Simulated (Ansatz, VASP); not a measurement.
**CaF2: VASP beside Ansatz**

File POSCAR:

```
CaF2
1.0
    3.8492788677      0.0000000000      0.0000000000
   -1.9246394338      3.3335732857      0.0000000000
   -1.9246394338      1.1111910952      3.1372278570
Ca F
1 2
Direct
    0.0000000000      0.0000000000      0.0000000000
    0.7500000000      0.2500000000      0.2500000000
    0.2500000000      0.7500000000      0.7500000000
```

The input INCAR.step1:

```
SYSTEM = CaF2
PREC = Accurate
ENCUT = 520
ISMEAR = 0
SIGMA = 0.02
LREAL = .False.
LASPH = .True.
NELM = 100
NBANDS = 19
GGA = PE
ALGO = Normal
EDIFF = 1E-4
LWAVE = .True.
LCHARG = .False.
```

File INCAR.step2:

```
SYSTEM = CaF2
PREC = Accurate
ENCUT = 520
EDIFF = 1E-7
ISMEAR = 0
SIGMA = 0.02
LREAL = .False.
LASPH = .True.
NELM = 100
ALGO = Normal
ISIF = 2
LWAVE = .False.
LCHARG = .False.
METAGGA = R2SCAN
LMIXTAU = .True.
NBANDS = 19
ISTART = 1
```

File KPOINTS:

```
Automatic mesh
0
Gamma
  9 9 9
  0 0 0
```

Input for Ansatz:

```yaml
crystal:
  lattice:
    - [3.8492788677, 0.0, 0.0]
    - [-1.9246394338, 3.3335732857, 0.0]
    - [-1.9246394338, 1.1111910952, 3.137227857]
  atoms:
    - { symbol: Ca, position: [0.0, 0.0, 0.0] }
    - { symbol: F, position: [0.75, 0.25, 0.25] }
    - { symbol: F, position: [0.25, 0.75, 0.75] }
basis:
  ecutwfc: 500
kpoints:
  mp_grid: { grid: [9, 9, 9] }
  band_path: { path: [VBM, CBM], npoints: 2 }
hamiltonian:
  xc: r2scan
scf:
  occupations: { method: gaussian, width: 0.02 }
output:
  forces: true
  stress: true
  eigenvalues: true
```

Change from the starting cell: band edges of the strained film's bulk.

Alike in both runs: task single point; functional r2SCAN; k mesh 9 × 9 × 9; occupations gaussian, width 0.02 eV; no spin polarisation.

```csv
,VASP,Ansatz
version,VASP 6.6.1,Ansatz 0.2.0
potentials or method,"VASP PAW PBE potentials, release 64 (Ca_sv, F)","scalar-relativistic, plane waves, PAW"
plane-wave cutoff (eV),520,500
valence electrons in the cell,24,24
```

Ansatz gave:

| Quantity | Value |
| --- | --- |
| gap on the k mesh at the Fermi level (eV) | 8.05 |
| least direct gap on the mesh (eV) | 8.29 |
| pressure (GPa) | -0.1 |
| largest component of the traceless stress (GPa) | 0.11 |
| rms of the force components (eV/Å) | 0.003 |

Question: Which values does VASP return?

Answer: gap on the k mesh at the Fermi level (eV): 8.03; least direct gap on the mesh (eV): 8.28; pressure (GPa): 0.5; largest component of the traceless stress (GPa): 0.12; rms of the force components (eV/Å): 0.003.

Atom by atom the forces differ by 0.000 eV/Å (rms over components).

Caveats: the PAW data sets were made with another functional, which shifts forces and pressure a little (VASP); an odd mesh through Γ misses points on the zone boundary, where band edges often lie.
